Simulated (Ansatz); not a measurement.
## WS2: generalised stacking fault

The calculation used DFT r2SCAN, scalar-relativistic, plane waves, PAW (Ansatz 0.2.0). Settings: plane waves to 500 eV, k-mesh 8×2×3 (Γ-centred), Gaussian smearing 0.05 eV. Spin–orbit coupling is left out, which matters for the heavy elements here. No spin polarisation. Energies are free energies at this smearing, counted from the undisturbed cell; pressure is positive in compression.

The starting cell (relaxed at this level; this form isn't the usual structure):

```xyz
12
Lattice="1.5905 -2.7549 0.0000 0.0000 0.0000 -16.9507 9.5433 5.5098 0.0000" Properties=species:S:1:pos:R:3 pbc="T T T"
W     8.7480    3.2141    0.0000
W     0.7953    0.4592    0.0000
W     3.9764    0.4592    0.0000
W     5.5669    3.2141    0.0000
S     8.7480    5.0507   -1.5591
S     2.3858   -0.4592   -1.5591
S     3.9764    2.2958   -1.5591
S     7.1575    2.2958   -1.5591
S     8.7480    5.0507  -15.3917
S     2.3858   -0.4592  -15.3917
S     3.9764    2.2958  -15.3917
S     7.1575    2.2958  -15.3917
```

The cell holds layers and no dispersion correction was added, so their binding is poorly described.

The cut lies on the cell's a–b face, a (1 0 0) plane (indices in the standard cell, whose axes needn't be the Cartesian ones shown) of area 53.92 Å², between layers 1.84 Å apart. Vector c is tilted by f times 0·a + 1·b (length 16.951 Å) with the atoms' Cartesian places fixed: one unrelaxed fault a cell.

| f | γ (mJ/m²) | shear traction, the slope of γ along the slip (GPa) | gap on the mesh (eV) |
| --- | --- | --- | --- |
| 0.0000 | 0 | 0.0 | 1.98 |
| 0.0833 | 1679 | 4.4 | 0.81 |
| 0.1667 | 885 | 0.0 | 0.30 |
| 0.3333 | 1541 | 0.6 | 0.00 |
| 0.5000 | 1587 | 0.0 | 0.00 |

By symmetry 0.6667 repeats 0.3333, 0.8333 repeats 0.1667 in energy, with the opposite slope along the path. Where the gap reads zero the k-mesh, chosen for the insulator, is on the coarse side.

Cost: 5 runs of about 20 core-minutes in all, on Arm Neoverse V1 (shared hosts).